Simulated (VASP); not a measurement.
Wanted: the native input for a VASP 6.6.1 run.

```yaml
Task: relaxation of cell and atoms
Functional: PBEsol
Potentials_or_basis: VASP PAW PBE potentials, release 64 (Li_sv, H)
Cutoff: 600 eV
k_mesh: 4 × 4 × 4
Occupations: gaussian, width 0.02 eV
Spin: no spin polarisation
Further_INCAR_settings: ALGO = Normal; EDIFF = 1e-07; IBRION = 2; EDIFFG = -0.005; NSW = 90; ISIF = 3
```

The structure of LiH lies in POSCAR:

```
LiH
1.0
    0.0000000000      2.0086193900      2.0086193900
    2.0086193900      0.0000000000      2.0086193900
    2.0086193900      2.0086193900      0.0000000000
Li H
1 1
Direct
    0.0000000000      0.0000000000      0.0000000000
    0.5000000000      0.5000000000      0.5000000000
```

The cell is a database's computed one.

One way to write it, as run:

INCAR

```
SYSTEM = LiH
PREC = Accurate
ENCUT = 600
EDIFF = 1E-7
ISMEAR = 0
SIGMA = 0.02
LREAL = .FALSE.
LASPH = .TRUE.
NELM = 60
ALGO = Normal
ISIF = 3
LWAVE = .FALSE.
LCHARG = .FALSE.
GGA = PS
IBRION = 2
NSW = 90
EDIFFG = -0.005
```

KPOINTS

```
regular mesh
0
G
  4 4 4
  0 0 0
```

Potentials or basis: VASP PAW PBE potentials, release 64 (Li_sv, H).

Launch:

```console
$ cat potpaw_PBE.64/Li_sv/POTCAR potpaw_PBE.64/H/POTCAR > POTCAR
$ mpirun -np 1 vasp_std > vasp.out
```

Results of the run:

```
Relaxed volume                         : 7.93 Å³/atom
Relaxed cell                           : a = 2.821 Å, b = 2.821 Å, c = 2.821 Å, α = 60.00°, β = 60.00°, γ = 60.00°
Space group after relaxing (to 0.05 Å) : Fm-3m (No. 225)
Energy gained by relaxing              : 0.4 meV/atom
Ionic steps                            : 3
Pressure after relaxing                : 0.0 GPa
Band gap on the k mesh                 : 2.72 eV, direct
```

Caveat: the k mesh is coarse (spacing up to 0.68 Å⁻¹), so the values aren't converged; the cutoff is under 1.25 times the usual one of these potentials, so pressure, stress and relaxed cells hold a basis-set (Pulay) error; the PAW data sets were made with another functional, which shifts forces and pressure a little.

Run time: 5.9 s on 1 thread of Intel(R) Xeon(R) Platinum 8488C (Sapphire Rapids), with other jobs on the host, peak memory 0.12 GiB.
